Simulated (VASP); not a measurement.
# SrO (Fm-3m) in VASP: Born charges and dielectric tensor with RPBE

Aim: the Born charges and dielectric tensor of SrO with RPBE.

All numbers are computed with VASP 6.6.1; they aren't measurements. Logs are shortened: lines on timing, memory, paths and dates and some standing lists are left out, and cuts for length are marked.

**1. The structure**

Symmetry: Fm-3m, No. 225, cubic system. The conventional cell has a = 5.266 Å, b = 5.266 Å, c = 5.266 Å, α = 90.00°, β = 90.00°, γ = 90.00°. Sr (site symmetry m-3m) has 6 O at 2.63 Å as nearest neighbours. O (site symmetry m-3m) has 6 Sr at 2.63 Å as nearest neighbours.

**2. Born charges and dielectric tensor, RPBE**

INCAR

```
SYSTEM = SrO
PREC = Accurate
ENCUT = 600
EDIFF = 1E-8
ISMEAR = 0
SIGMA = 0.02
LREAL = .False.
LASPH = .True.
NELM = 60
ALGO = Normal
ISIF = 2
LWAVE = .False.
LCHARG = .False.
GGA = RP
LEPSILON = .True.
IBRION = 8
NSW = 1
```

KPOINTS

```
regular mesh
0
Gamma
  8 8 8
  0 0 0
```

POSCAR

```
SrO
1.0
    0.0000000000      2.6328800000      2.6328800000
    2.6328800000      0.0000000000      2.6328800000
    2.6328800000      2.6328800000      0.0000000000
Sr O
1 1
Direct
    0.0000000000      0.0000000000      0.0000000000
    0.5000000000      0.5000000000      0.5000000000
```

Potentials or basis: VASP PAW PBE potentials, release 64 (Sr_sv, O).

The run is started by

```
$ cat potpaw_PBE.64/Sr_sv/POTCAR potpaw_PBE.64/O/POTCAR > POTCAR
$ mpirun -np 1 vasp_std > vasp.out
```

OUTCAR:

```text
SYSTEM = SrO
   PREC = Accurate
   ENCUT = 600
   EDIFF = 1E-8
   ISMEAR = 0
   LREAL = .False.
   LASPH = .True.
   NELM = 60
   ISIF = 2
   GGA = RP
   LEPSILON = .True.
   IBRION = 8
   NSW = 1

 ion  position               nearest neighbor table
   1  0.000  0.000  0.000-   2 2.63   2 2.63   2 2.63   2 2.63   2 2.63   2 2.63
   2  0.500  0.500  0.500-   1 2.63   1 2.63   1 2.63   1 2.63   1 2.63   1 2.63

  LATTYP: Found a face centered cubic cell.
 ALAT       =     5.2657600000

  Lattice vectors:

 A1 = (   0.0000000000,   2.6328800000,   2.6328800000)
 A2 = (   2.6328800000,   0.0000000000,   2.6328800000)
 A3 = (   2.6328800000,   2.6328800000,   0.0000000000)

Analysis of symmetry for initial positions (statically):
=====================================================================
 Subroutine PRICEL returns:
 Original cell was already a primitive cell.

 Routine SETGRP: Setting up the symmetry group for a
 face centered cubic supercell.

 Subroutine GETGRP returns: Found 48 space group operations
 (whereof 48 operations were pure point group operations)
 out of a pool of 48 trial point group operations.

The static configuration has the point symmetry O_h .

Analysis of symmetry for dynamics (positions and initial velocities):
=====================================================================
 Subroutine PRICEL returns:
 Original cell was already a primitive cell.

 Routine SETGRP: Setting up the symmetry group for a
 face centered cubic supercell.

 Subroutine GETGRP returns: Found 48 space group operations
 (whereof 48 operations were pure point group operations)
 out of a pool of 48 trial point group operations.

The dynamic configuration has the point symmetry O_h .

 Subroutine INISYM returns: Found 48 space group operations
 (whereof 48 operations are pure point group operations),
 and found     1 'primitive' translations

----------------------------------------------------------------------------------------

                                     Primitive cell

  volume of cell :      36.5025

  direct lattice vectors                    reciprocal lattice vectors
     0.000000000  2.632880000  2.632880000    -0.189906110  0.189906110  0.189906110
     2.632880000  0.000000000  2.632880000     0.189906110 -0.189906110  0.189906110
     2.632880000  2.632880000  0.000000000     0.189906110  0.189906110 -0.189906110

  length of vectors
     3.723454604  3.723454604  3.723454604     0.328927032  0.328927032  0.328927032

  position of ions in fractional coordinates (direct lattice)
     0.000000000  0.000000000  0.000000000
     0.500000000  0.500000000  0.500000000

  ion indices of the primitive-cell ions
   primitive index   ion index
                 1           1
                 2           2

----------------------------------------------------------------------------------------

 KPOINTS: regular mesh

Automatic generation of k-mesh.
 Grid dimensions read from file:
 generate k-points for:    8    8    8

 Generating k-lattice:

[... 511 lines left out ...]
  ---------------------------------------------------
  ---------------------------------------------------
  free energy    TOTEN  =        -0.31555741 eV

  energy without entropy =       -0.31555741

------------------------ aborting loop because EDIFF is reached ----------------------------------------

--------------------------------------- Ionic step        2  -------------------------------------------

------------------------ aborting loop because EDIFF is reached ----------------------------------------

--------------------------------------- Ionic step        3  -------------------------------------------

------------------------ aborting loop because EDIFF is reached ----------------------------------------

 PIEZOELECTRIC TENSOR FIELD DIRECTION 3  (e Angst)
 -----------------------------------------------------------------------------
     0.00002  0.00000  0.00000           ( -0.00001  0.00000  0.00000)
     0.00000  0.00002  0.00000           (  0.00000 -0.00001  0.00000)
     0.00000  0.00000 -0.00075           (  0.00000  0.00000 -0.00001)

 PIEZOELECTRIC TENSOR FIELD DIRECTION 3  (C/m^2)
 -----------------------------------------------------------------------------
     0.00001  0.00000  0.00000
     0.00000  0.00001  0.00000
     0.00000  0.00000 -0.00033

--------------------------------------- Ionic step        4  -------------------------------------------

------------------------ aborting loop because EDIFF is reached ----------------------------------------

[... ionic steps 5 to 6 ...]

--------------------------------------- Ionic step        7  -------------------------------------------

 Free energy of the ion-electron system (eV)
  ---------------------------------------------------
  ---------------------------------------------------
  free energy    TOTEN  =        -0.36587068 eV

  energy without entropy =       -0.36587068

------------------------ aborting loop because EDIFF is reached ----------------------------------------

 INTERNAL STRAIN TENSOR  FOR ION    2  DIRECTION 1   (eV/Angst):
 -----------------------------------------------------------------------------
     0.00119  0.00000 -0.00000
    -0.00000 -0.00284  0.00000
     0.00000  0.00000 -0.00284

 MACROSCOPIC STATIC DIELECTRIC TENSOR (including local field effects in DFT)
 ------------------------------------------------------
           3.752129    -0.000000    -0.000000
          -0.000000     3.752129    -0.000000
           0.000000    -0.000000     3.752129
 ------------------------------------------------------

 PIEZOELECTRIC TENSOR (including local field effects)  for field in x, y, z        (e  Angst)
          XX          YY          ZZ          XY          YZ          ZX
  --------------------------------------------------------------------------------
  x     0.00000     0.00000     0.00000     0.00000     0.00000     0.00000
  y     0.00000     0.00000     0.00000     0.00000     0.00000     0.00000
  z     0.00000     0.00000     0.00000     0.00000     0.00000     0.00000

 PIEZOELECTRIC TENSOR (including local field effects)  for field in x, y, z        (C/m^2)
          XX          YY          ZZ          XY          YZ          ZX
  --------------------------------------------------------------------------------
  x     0.00000     0.00000     0.00000     0.00000     0.00000     0.00000
  y     0.00000     0.00000     0.00000     0.00000     0.00000     0.00000
  z     0.00000     0.00000     0.00000     0.00000     0.00000     0.00000

 BORN EFFECTIVE CHARGES (including local field effects) (in |e|, cummulative output)
 ---------------------------------------------------------------------------------
 ion    1
    1     2.43085     0.00000     0.00000
    2    -0.00000     2.43085     0.00000
    3     0.00000     0.00000     2.43085
 ion    2
    1    -2.43085    -0.00000     0.00000
    2     0.00000    -2.43085     0.00000
    3     0.00000     0.00000    -2.43085

 INTERNAL STRAIN TENSOR FOR ION    2 for displacements in x,y,z  (eV/Angst):
          X           Y           Z          XY          YZ          ZX
  --------------------------------------------------------------------------------
  x     0.00000     0.00000     0.00000     0.00000     0.00000     0.00000
  y     0.00000     0.00000     0.00000     0.00000     0.00000     0.00000
  z     0.00000     0.00000     0.00000     0.00000     0.00000     0.00000

 SECOND DERIVATIVES (NOT SYMMETRIZED)
 ------------------------------------
               1X          1Y          1Z          2X          2Y          2Z
  1X    -1.530002    0.000000    0.000000    1.530002    0.000000    0.000000
  1Y     0.000000   -1.530002    0.000000    0.000000    1.530002    0.000000
  1Z     0.000000    0.000000   -1.530002    0.000000    0.000000    1.530002
  2X     1.553337    0.000000    0.000000   -1.553337    0.000000    0.000000
  2Y     0.000000    1.553337    0.000000    0.000000   -1.553337    0.000000
  2Z     0.000000    0.000000    1.553337    0.000000    0.000000   -1.553337

 Eigenvectors and eigenvalues of the dynamical matrix
 ----------------------------------------------------

   1 f  =    5.291040 THz    33.244586 2PiTHz  176.490102 cm-1    21.881974 meV
             X         Y         Z           dx          dy          dz
      0.000000  0.000000  0.000000     0.111434   -0.374208    0.000000
      2.632880  2.632880  2.632880    -0.262746    0.882335    0.000000
[... 21 lines left out ...]
   6 f/i=    0.014394 THz     0.090440 2PiTHz    0.480133 cm-1     0.059529 meV
             X         Y         Z           dx          dy          dz
      0.000000  0.000000  0.000000     0.052826    0.515934   -0.760639
      2.632880  2.632880  2.632880     0.022404    0.218814   -0.322596

--------------------------------------------------------------------------------------------------------

 MACROSCOPIC STATIC DIELECTRIC TENSOR IONIC CONTRIBUTION
 ------------------------------------------------------
          19.000072    -0.000000    -0.000000
          -0.000000    19.000072    -0.000000
          -0.000000    -0.000000    19.000072
 ------------------------------------------------------

 ELASTIC MODULI CONTR FROM IONIC RELAXATION (kBar)
 Direction    XX          YY          ZZ          XY          YZ          ZX
 --------------------------------------------------------------------------------
 XX           0.0000      0.0000      0.0000      0.0000      0.0000      0.0000
 YY           0.0000      0.0000      0.0000      0.0000      0.0000      0.0000
 ZZ           0.0000      0.0000      0.0000      0.0000      0.0000      0.0000
 XY           0.0000      0.0000      0.0000      0.0000      0.0000      0.0000
 YZ           0.0000      0.0000      0.0000      0.0000      0.0000      0.0000
 ZX           0.0000      0.0000      0.0000      0.0000      0.0000      0.0000
 --------------------------------------------------------------------------------

 PIEZOELECTRIC TENSOR IONIC CONTR  for field in x, y, z        (C/m^2)
          XX          YY          ZZ          XY          YZ          ZX
  --------------------------------------------------------------------------------
  x     0.00000     0.00000     0.00000     0.00000     0.00000     0.00000
  y     0.00000     0.00000     0.00000     0.00000     0.00000     0.00000
  z     0.00000     0.00000     0.00000     0.00000     0.00000     0.00000
```

Wall time 5.4 min (1 thread of Intel Xeon Platinum 8488C (Sapphire Rapids), shared host); peak memory 0.25 GiB.

Results:

* Band gap on the k mesh: 3.41 eV, indirect (least direct gap 3.54 eV)
* Electronic dielectric tensor (diagonal): 3.75
* Born charges (mean of the diagonal): Sr +2.43; O -2.43 e
* Highest phonon frequency at Γ, LO-TO splitting left out: 176 cm⁻¹

Phonon frequencies in cm⁻¹ (negative: imaginary):
```csv
q point,frequencies
"(0.000, 0.000, 0.000)",0 0 0 176 176 176
```

Electronic dielectric tensor:
```
3.75 0.00 0.00
0.00 3.75 0.00
0.00 0.00 3.75
```

Born effective charge tensors (e):
atom 1, Sr
```
2.43 0.00 0.00
0.00 2.43 0.00
0.00 0.00 2.43
```
atom 2, O
```
-2.43  0.00  0.00
 0.00 -2.43  0.00
 0.00  0.00 -2.43
```
